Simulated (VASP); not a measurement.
AlNi: equation of state with LDA

AlNi:

```
Ni Al
1.0
     2.83498    0.00000    0.00000
     0.00000    2.83498    0.00000
     0.00000    0.00000    2.83498
Ni Al
1 1
Direct
  0.50000 0.50000 0.50000
  0.00000 0.00000 0.00000
```

```json
{
 "Program": "VASP 6.6.1",
 "Task": "equation of state",
 "Functional": "LDA",
 "Potentials or basis": "VASP PAW LDA potentials, release 64 (Ni, Al)",
 "Cutoff": "520 eV",
 "k mesh": "8 × 8 × 8",
 "Occupations": "fermi-dirac, width 0.05 eV",
 "Spin": "collinear spin, ferromagnetic start",
 "Starting moments": "[1.0, 0.0] μB",
 "Ladder": "gaps",
 "Further INCAR settings": "ALGO = Fast; EDIFF = 1e-07"
}
```

| Item | Value |
| --- | --- |
| Equilibrium volume | 11.39 Å³/atom |
| Bulk modulus | 186 GPa |
| Pressure derivative of the bulk modulus | 4.3 (rough: it moves with the points fitted) |

Energy against volume, from the lowest point:
```tsv
volume (Å³/atom)	energy (meV/atom)
10.937	11.42
11.165	2.77
11.393	0.00
11.620	2.52
11.848	9.79
```

All runs of the series together: 48 s on 1 thread of Intel(R) Xeon(R) Platinum 8488C (Sapphire Rapids), with other jobs on the host.
